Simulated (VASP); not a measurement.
A run of VASP 6.6.1:

INCAR

```
ALGO = Normal
EDIFF = 1E-8
ENCUT = 600
IBRION = 8
ISIF = 2
ISMEAR = 0
LASPH = True
LCHARG = False
LEPSILON = True
LREAL = False
LWAVE = False
NELM = 80
NSW = 1
PREC = Accurate
SIGMA = 0.02
```

The input KPOINTS:

```
k-points
0
Gamma
  8 8 8
```

POSCAR

```
CaO
1.0
    0.0000000000      2.4535000000      2.4535000000
    2.4535000000      0.0000000000      2.4535000000
    2.4535000000      2.4535000000      0.0000000000
Ca O
1 1
Direct
    0.0000000000      0.0000000000      0.0000000000
    0.5000000000      0.5000000000      0.5000000000
```

Potentials or basis: VASP PAW LDA potentials, release 64 (Ca_sv, O).

Run with:

```sh
$ cat potpaw_LDA.64/Ca_sv/POTCAR potpaw_LDA.64/O/POTCAR > POTCAR
$ mpirun -np 1 vasp_std > vasp.out
```

Hardware: 1 thread of Intel(R) Xeon(R) Platinum 8259CL CPU @ 2.50GHz (Skylake/Cascade Lake), on a shared host.

Problem. How long does it take, and how much memory?

Solution. Wall time 7.5 min on 1 thread of Intel(R) Xeon(R) Platinum 8259CL CPU @ 2.50GHz (Skylake/Cascade Lake), with other jobs on the host, peak memory 0.21 GiB. Counts: scf iterations 238, k points 29.
